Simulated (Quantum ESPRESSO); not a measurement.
Crystal: TiSe.

```
CELL_PARAMETERS angstrom
3.55900 0.00000 0.00000
-1.77950 3.08218 0.00000
0.00000 0.00000 6.22000
ATOMIC_POSITIONS crystal
Se 0.66667 0.33333 0.75000
Se 0.33333 0.66667 0.25000
Ti 0.00000 0.00000 0.50000
Ti 0.00000 0.00000 0.00000
```

Base run:

* Program: Quantum ESPRESSO 7.5
* Functional: PBEsol
* Potentials or basis: GBRV 1.5 PBEsol
* Cutoff: 612 eV
* Density cutoff: 4898 eV
* k mesh: 9 × 9 × 5
* Occupations: fermi-dirac, width 0.05 eV
* Spin: no spin polarisation
* Hubbard terms: Ti d U = 8 eV

Its results: band gap on the k mesh none (metal or under the smearing width); pressure 13.3 GPa.

Problem. After a change of settings the same cell gave: band gap on the k mesh none (metal or under the smearing width); pressure 7.2 GPa. Which change was it?
A. hubbard terms from Ti d U = 8 eV to Ti d U = 5 eV
B. hubbard terms from Ti d U = 8 eV to none
C. hubbard terms from Ti d U = 8 eV to Ti d U = 6 eV

Solution. A.

Caveats: U without spin polarisation on a metal has little footing.
